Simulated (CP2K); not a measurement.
Crystal: SiC.

```xyz
8
Lattice="3.0757 0.0000 0.0000 -1.5378 2.6636 0.0000 0.0000 0.0000 10.0706" Properties=species:S:1:pos:R:3 pbc="T T T"
Si    0.0000    0.0000    1.8922
Si    0.0000    0.0000    6.9275
Si    0.0000    1.7758    4.4094
Si    1.5378    0.8879    9.4447
C     0.0000    0.0000    0.0046
C     0.0000    0.0000    5.0400
C     0.0000    1.7758    2.5157
C     1.5378    0.8879    7.5510
```

The cell is a database's computed one.

Base run:

| Property | Result |
| --- | --- |
| Program | CP2K 2026.2 |
| Functional | OLYP |
| Potentials or basis | POTENTIAL_UZH Si GTH-PBE-q4, C GTH-PBE-q4; DZVP-MOLOPT-PBE-GTH basis |
| Density cutoff | 9184 eV |
| k mesh | 8 × 8 × 2 |
| Occupations | fermi-dirac, width 0.05 eV |
| Spin | no spin polarisation |

Its results: band gap on the k mesh 2.59 eV, indirect (least direct gap 3.70 eV); pressure -1.4 GPa.

Task: After a change of settings the same cell gave: band gap on the k mesh 2.34 eV, indirect (least direct gap 3.46 eV); pressure 2.2 GPa. Which change was it?
A. functional from OLYP to PBEsol
B. functional from OLYP to HLE16
C. functional from OLYP to TPSS

Result: A.

Caveats: the potentials were made for another functional, which shifts forces and pressure; the basis of atomic orbitals isn't converged, which shifts pressures, moduli and gaps.

Runs at the PBE level aren't shown here.
